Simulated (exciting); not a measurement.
The Ca L₂,₃ edge of atom 1 in CaO (Lime), space group Fm-3m, with 6 O at 2.41 Å (octahedral, site symmetry m-3m), was computed at 4 levels: exchange and screened direct term (singlet BSE), exchange term alone (RPA), independent particles and screened direct term alone. Common settings: exciting, all-electron LAPW+lo, PBE, spinor conduction states, 2×2×2 shifted k points, 22 conduction spinor bands, |G+q| up to 4.5 bohr⁻¹ (5.5 in the exchange term), full RPA screening with nempty = 37, Lorentzian half width 0.25 eV.

Energy from the Kohn–Sham onset, core level to the lowest empty state found on the meshes used; all runs on one relative scale:

```csv
E (eV),run 1,run 2,run 3,run 4
-6.50,0.01,0.00,0.00,0.03
-6.25,0.01,0.00,0.00,0.04
-6.00,0.01,0.00,0.00,0.04
-5.75,0.02,0.00,0.00,0.06
-5.50,0.02,0.00,0.00,0.07
-5.25,0.02,0.00,0.00,0.10
-5.00,0.03,0.00,0.00,0.15
-4.75,0.04,0.00,0.00,0.24
-4.50,0.05,0.00,0.00,0.45
-4.25,0.08,0.00,0.00,1.06
-4.00,0.14,0.00,0.00,2.00
-3.75,0.24,0.00,0.00,1.59
-3.50,0.47,0.00,0.00,0.83
-3.25,0.56,0.00,0.00,0.49
-3.00,0.29,0.00,0.00,0.50
-2.75,0.22,0.00,0.00,0.89
-2.50,0.27,0.00,0.01,1.35
-2.25,0.43,0.00,0.01,0.85
-2.00,0.99,0.00,0.01,0.38
-1.75,1.38,0.00,0.01,0.21
-1.50,0.62,0.00,0.01,0.15
-1.25,0.29,0.00,0.01,0.13
-1.00,0.19,0.01,0.01,0.13
-0.75,0.16,0.01,0.01,0.18
-0.50,0.17,0.01,0.01,0.33
-0.25,0.25,0.01,0.01,0.75
0.00,0.50,0.01,0.02,0.75
0.25,0.97,0.01,0.02,0.35
0.50,0.68,0.02,0.03,0.23
0.75,0.39,0.03,0.06,0.24
1.00,0.34,0.03,0.07,0.37
1.25,0.47,0.03,0.07,0.63
1.50,0.97,0.05,0.12,0.40
1.75,1.60,0.05,0.12,0.18
2.00,0.90,0.06,0.14,0.11
2.25,0.43,0.06,0.16,0.08
2.50,0.28,0.07,0.18,0.07
2.75,0.22,0.07,0.17,0.06
3.00,0.18,0.07,0.18,0.06
3.25,0.15,0.07,0.23,0.05
3.50,0.15,0.10,0.33,0.06
3.75,0.14,0.13,0.41,0.06
4.00,0.12,0.16,0.42,0.05
4.25,0.10,0.12,0.36,0.05
4.50,0.09,0.14,0.52,0.04
4.75,0.07,0.18,0.72,0.04
5.00,0.07,0.25,0.80,0.04
5.25,0.07,0.32,0.70,0.04
5.50,0.06,0.32,0.62,0.04
5.75,0.05,0.34,0.58,0.03
6.00,0.06,0.35,0.59,0.04
6.25,0.08,0.44,0.54,0.05
6.50,0.08,0.46,0.46,0.05
6.75,0.08,0.43,0.36,0.05
7.00,0.06,0.39,0.35,0.04
7.25,0.06,0.36,0.31,0.04
7.50,0.07,0.31,0.30,0.05
7.75,0.06,0.31,0.30,0.05
8.00,0.07,0.26,0.28,0.05
8.25,0.06,0.27,0.38,0.05
8.50,0.08,0.34,0.48,0.06
8.75,0.10,0.46,0.45,0.07
9.00,0.09,0.47,0.35,0.06
9.25,0.09,0.45,0.34,0.06
9.50,0.09,0.46,0.30,0.06
9.75,0.10,0.45,0.29,0.06
10.00,0.09,0.46,0.27,0.06
10.25,0.07,0.47,0.27,0.05
10.50,0.07,0.43,0.22,0.05
10.75,0.07,0.37,0.18,0.05
11.00,0.07,0.25,0.14,0.05
11.25,0.06,0.26,0.18,0.05
11.50,0.06,0.30,0.20,0.05
11.75,0.05,0.34,0.23,0.04
12.00,0.05,0.37,0.20,0.04
12.25,0.07,0.33,0.16,0.05
12.50,0.08,0.24,0.13,0.05
12.75,0.06,0.21,0.12,0.04
13.00,0.06,0.21,0.12,0.04
13.25,0.06,0.20,0.12,0.04
13.50,0.05,0.18,0.10,0.04
13.75,0.06,0.16,0.10,0.05
14.00,0.08,0.16,0.10,0.06
14.25,0.08,0.15,0.10,0.06
14.50,0.07,0.12,0.09,0.05
14.75,0.07,0.13,0.10,0.06
15.00,0.09,0.15,0.11,0.06
15.25,0.07,0.14,0.11,0.05
15.50,0.07,0.19,0.15,0.05
15.75,0.05,0.22,0.16,0.03
16.00,0.05,0.20,0.13,0.04
16.25,0.07,0.15,0.10,0.05
16.50,0.08,0.13,0.09,0.05
16.75,0.06,0.15,0.13,0.04
17.00,0.05,0.21,0.17,0.04
17.25,0.07,0.23,0.14,0.05
17.50,0.09,0.15,0.09,0.07
```

Q: Which run is which, and why?

Run 1: exchange and screened direct term (singlet BSE); highest local maximum in the window at 1.8 eV. Run 2: exchange term alone (RPA); highest local maximum in the window at 8.9 eV. Run 3: independent particles; highest local maximum in the window at 4.9 eV. Run 4: screened direct term alone; highest local maximum in the window at -4.0 eV. The attractive direct term pulls weight down: the curves pass 0.24 at -3.7, 5.0, 3.4 and -4.7 eV in the order of the runs. Exchange is repulsive: the centre of weight of the curve lies at 1.9 eV with it and at -0.4 eV without it. In the runs without the direct term the fine structure is partly noise of the 8-point mesh. Exchange alone moves the bare spectrum by 53 % r.m.s., towards higher energy.

[Banner, clock and machine lines of the logs are left out without a mark of their own.]

[Logs are printed without paths, hosts, clocks, repeated set-up lines and the standing remarks that a program may print on its own settings, such as how far it seeks lower states.]

[Hosts, paths, dates, database ids (printed as entryN), source tags and the programs' standing remarks are cut or masked in the printed files.]
